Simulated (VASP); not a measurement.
Wanted: the native input for a VASP 6.6.1 run.

```
Task                   : band structure
Functional             : PBE
Potentials or basis    : VASP PAW PBE potentials, release 64 (Sn, O)
Cutoff                 : 500 eV
k mesh                 : 9 × 9 × 9
Occupations            : fermi-dirac, width 0.05 eV
Spin                   : no spin polarisation
Further INCAR settings : ALGO = Fast; EDIFF = 1e-06
```

SnO2:

```xyz
6
Lattice="-2.0001 2.0001 5.1237 2.0001 -2.0001 5.1237 2.0001 2.0001 -5.1237" Properties=species:S:1:pos:R:3 pbc="T T T"
Sn    0.0000    0.0000    0.0000
Sn    0.0000    2.0001    2.5618
O     0.0000    2.0001    0.4767
O     0.0000    0.0000    2.0851
O     0.0000    2.0001    4.6469
O     0.0000    0.0000    8.1623
```

Measurements of this composition are mostly on another form, of space group No. 136.

These files were run (other wordings do the same):

POSCAR

```
SnO2
1.0
   -2.0000686112      2.0000686112      5.1236788559
    2.0000686112     -2.0000686112      5.1236788559
    2.0000686112      2.0000686112     -5.1236788559
Sn O
2 4
Direct
    0.0000000000      0.0000000000      0.0000000000
    0.7500000000      0.2500000000      0.5000000000
    0.5465225900      0.0465225900      0.5000000000
    0.2034774100      0.2034774100      0.0000000000
    0.9534774100      0.4534774100      0.5000000000
    0.7965225900      0.7965225900      0.0000000000
```

INCAR.step1

```
SYSTEM = SnO2
ALGO = Fast
EDIFF = 1E-6
ENCUT = 500
GGA = PE
ISIF = 2
ISMEAR = -1
LASPH = .True.
LCHARG = .True.
LREAL = .False.
LWAVE = .False.
NELM = 100
PREC = Accurate
SIGMA = 0.05
```

KPOINTS.step1

```
k-points
0
Gamma
  9 9 9
  0 0 0
```

INCAR.step2

```
SYSTEM = SnO2
ALGO = Fast
EDIFF = 1E-6
ENCUT = 500
GGA = PE
ICHARG = 11
ISIF = 2
ISMEAR = 0
LASPH = .True.
LCHARG = .False.
LREAL = .False.
LWAVE = .False.
NELM = 100
PREC = Accurate
SIGMA = 0.05
```

KPOINTS.step2

```
path GXYSGZS1NPY1Z,XP
10
line-mode
reciprocal
 0.0000000000  0.0000000000  0.0000000000  G
-0.5000000000  0.5000000000  0.0000000000  X

-0.5000000000  0.5000000000  0.0000000000  X
-0.5000000000  0.5000000000 -0.0761896521  Y

-0.5000000000  0.5000000000 -0.0761896521  Y
-0.2880948261  0.2880948261 -0.2880948261  S

-0.2880948261  0.2880948261 -0.2880948261  S
 0.0000000000  0.0000000000  0.0000000000  G

 0.0000000000  0.0000000000  0.0000000000  G
 0.5000000000  0.5000000000 -0.5000000000  Z

 0.5000000000  0.5000000000 -0.5000000000  Z
 0.2880948261  0.7119051739 -0.7119051739  S1

 0.2880948261  0.7119051739 -0.7119051739  S1
 0.0000000000  0.5000000000 -0.5000000000  N

 0.0000000000  0.5000000000 -0.5000000000  N
-0.2500000000  0.7500000000 -0.2500000000  P

-0.2500000000  0.7500000000 -0.2500000000  P
 0.0761896521  0.9238103479 -0.5000000000  Y1

 0.0761896521  0.9238103479 -0.5000000000  Y1
 0.5000000000  0.5000000000 -0.5000000000  Z

-0.5000000000  0.5000000000  0.0000000000  X
-0.2500000000  0.7500000000 -0.2500000000  P
```

Potentials or basis: VASP PAW PBE potentials, release 64 (Sn, O).

Command:

```sh
$ cat potpaw_PBE.64/Sn/POTCAR potpaw_PBE.64/O/POTCAR > POTCAR
$ cp INCAR.step1 INCAR
$ cp KPOINTS.step1 KPOINTS
$ mpirun -np 1 vasp_std > vasp.out
$ cp INCAR.step2 INCAR
$ cp KPOINTS.step2 KPOINTS
$ mpirun -np 1 vasp_std > vasp.out
```

It gave:

```json
{
  "Band gap on the k mesh": "1.63 eV, indirect (least direct gap 2.01 eV)",
  "Band gap along the path": "1.64 eV, indirect (least direct gap 2.01 eV)"
}
```

Caveat: the log is that of the step along the path at fixed density, whose energy, stress, charges and moments have no meaning; spin-orbit coupling is left out, which moves the levels of the heavy elements.

Run time: 10 min on 1 thread of AMD EPYC 7R43 64-Core Processor (Zen 3) (shared host), peak memory 0.36 GiB.
